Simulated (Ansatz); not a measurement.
Runs of Ansatz 0.2.0 on AgCl. It takes space group Pm-3m (No. 221, cubic). The conventional cell has a = 3.434 Å, b = 3.434 Å, c = 3.434 Å, α = 90.00°, β = 90.00°, γ = 90.00°. Ag (site symmetry m-3m) has 8 Cl at 2.97 Å as nearest neighbours. Cl (site symmetry m-3m) has 8 Ag at 2.97 Å as nearest neighbours. Measurements of this composition are mostly on another form, of space group No. 225.

```tsv
task	level	spin	U	cell	k mesh	smearing	hubbard projectors	double counting	points for each segment of the path	gap on the mesh (eV)	pressure (GPa)
single point	PBE	off	-	as given	8 × 8 × 8	gaussian 0.1 eV	-	-	-	0.57	-0.1
density of states	RPBE+U	SOC, no magnetisation	Ag d U = 2.5 eV	as given	6 × 6 × 6	fermi-dirac 0.1 eV	ortho-atomic (the default)	fll (the default)	-	(a)	3.7
single point	LDA	off	-	as given	8 × 8 × 8	gaussian 0.02 eV	-	-	-	0.28	-7.6
band structure	PBEsol	SOC, no magnetisation	-	as given	6 × 6 × 6	fermi-dirac 0.05 eV	-	-	14	0.32	-4.6
relaxation of cell and atoms	revPBE	off	-	relaxed	8 × 8 × 8	tetrahedron	-	-	-	(b)	0.0
```

Alike in all rows: potentials or basis Ansatz PAW; cutoff (eV) 420.

Problem. Estimate the missing entries.

Solution. (a) 0.97; (b) 0.69.

Caveats: the PAW data sets come from PBE, with cores solved anew for the run's functional, which leaves a small shift of forces and pressure (some runs); the plane-wave basis is chosen anew once the cell has moved, so the energies of steps on either side of that aren't comparable (some runs); with tetrahedron occupations forces and stress needn't match the slope of the energy (some runs).

A k mesh can miss the band edges, and rows without SOC leave out spin-orbit coupling on Ag.
